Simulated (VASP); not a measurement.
# SiO2: relaxation of cell and atoms with PBEsol

Crystal: SiO2.

```xyz
6
Lattice="4.1773 0.0000 0.0000 0.0000 4.1773 0.0000 0.0000 0.0000 2.6655" Properties=species:S:1:pos:R:3 pbc="T T T"
O     1.2787    1.2787    0.0000
O     2.8986    2.8986    0.0000
O     0.8100    3.3673    1.3328
O     3.3673    0.8100    1.3328
Si    0.0000    0.0000    0.0000
Si    2.0886    2.0886    1.3328
```

The cell comes from a database or a generator and needn't be the stable form of this composition.

| Item | Value |
| --- | --- |
| Program | VASP 6.6.1 |
| Task | relaxation of cell and atoms |
| Functional | PBEsol |
| Potentials or basis | VASP PAW PBE potentials, release 64 (O, Si) |
| Cutoff | 600 eV |
| k mesh | 7 × 7 × 10 |
| Occupations | fermi-dirac, width 0.05 eV |
| Spin | no spin polarisation |
| P gpa | 0 |
| Further INCAR settings | ALGO = Normal; EDIFF = 1e-06; IBRION = 2; EDIFFG = -0.01; NSW = 60; ISIF = 3 |

```yaml
Relaxed_volume: 7.86 Å³/atom
Relaxed_cell: a = 4.192 Å, b = 4.192 Å, c = 2.683 Å, α = 90.00°, β = 90.00°, γ = 90.00°
Space_group_after_relaxing_to_0.05_Å: P4_2/mnm (No. 136)
Energy_gained_by_relaxing: 1.7 meV/atom
Ionic_steps: 5
Pressure_after_relaxing: 0.0 GPa
Band_gap_on_the_k_mesh: 5.34 eV, direct
```

The path:
```tsv
step	energy change (eV)	largest force (eV/Å)	pressure (GPa)	volume (Å³)
1	0.0000	0.1295	4.74	46.51
2	0.0115	0.2516	-6.34	48.07
3	-0.0100	0.0335	0.03	47.13
4	-0.0101	0.0150	-0.02	47.15
5	-0.0102	0.0003	0.00	47.15
```

Final structure:
```
CELL_PARAMETERS angstrom
4.19231 0.00000 0.00000
0.00000 4.19231 0.00000
0.00000 0.00000 2.68256
ATOMIC_POSITIONS crystal
O 0.30584 0.30584 0.00000
O 0.69416 0.69416 0.00000
O 0.19416 0.80584 0.50000
O 0.80584 0.19416 0.50000
Si 0.00000 0.00000 0.00000
Si 0.50000 0.50000 0.50000
```

Levels at points of the mesh, in eV from the valence-band top:
```
           k point  band 13  band 14  band 15  band 16  band 17  band 18  band 19  band 20
(0.00, 0.00, 0.00)    -2.52    -0.88    -0.88     0.00     5.34     6.45     8.21     8.21
(0.00, 0.00, 0.50)    -3.09    -3.09    -2.68    -2.68     8.86     8.86    12.33    12.33
```

Run time: 52 s on 2 MPI ranks on Intel(R) Xeon(R) 6975P-C (Granite Rapids), on a shared host, peak memory 0.19 GiB a rank.

Caveat: the PAW data sets were made with another functional, which shifts forces and pressure a little; an odd mesh through Γ misses points on the zone boundary, where band edges often lie. A hybrid or GW would open this gap; PBEsol tends to underestimate it.
